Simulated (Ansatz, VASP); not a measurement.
## Two plane-wave programs on P

INCAR

```
PREC = Accurate
ENCUT = 520
EDIFF = 1E-6
ISMEAR = -1
SIGMA = 0.1
LREAL = False
LASPH = True
NELM = 80
ALGO = Normal
ISIF = 2
LWAVE = False
LCHARG = False
GGA = RP
NBANDS = 8
```

File KPOINTS:

```
Automatic mesh
0
Gamma
  16 16 16
```

File POSCAR:

```
P
1.0
    0.0000000000      1.9728944360      1.9728944360
    1.9728944360      0.0000000000      1.9728944360
    1.9728944360      1.9728944360      0.0000000000
P
1
Direct
    0.0000000000      0.0000000000      0.0000000000
```

Input for Ansatz:

```yaml
crystal:
  lattice:
    - [0.0, 1.972894436, 1.972894436]
    - [1.972894436, 0.0, 1.972894436]
    - [1.972894436, 1.972894436, 0.0]
  atoms:
    - { symbol: P, position: [0.0, 0.0, 0.0] }
hamiltonian:
  xc: rpbe
  pseudopotentials:
    kind: paw
    azcp:
      P: "pseudopotentials/P.paw.azcp"
basis:
  ecutwfc: 420
  fft_grid_basis: typed
kpoints:
  mp_grid: { grid: [16, 16, 16], shift: [0, 0, 0] }
magnetization:
  spin_polarized: false
scf:
  occupations: { method: fermi_dirac, width: 0.1 }
  lower_state_search: "off"
output:
  stress: true
```

Alike in both runs: task single point; functional RPBE; k mesh 16 × 16 × 16; occupations fermi-dirac, width 0.1 eV; no spin polarisation.

```csv
,VASP,Ansatz
version,VASP 6.6.1,Ansatz 0.2.0
potentials or method,"VASP PAW PBE potentials, release 64 (P)","plane waves (420 eV) with PAW, scalar-relativistic"
plane-wave cutoff (eV),520,420
valence electrons in the cell,5,5
```

|  | VASP | Ansatz | Ansatz less VASP |
| --- | --- | --- | --- |
| pressure (GPa) | -3.5 | -3.0 | +0.45 |

Caveats: the PAW data sets were made with another functional, which shifts forces and pressure a little (VASP).
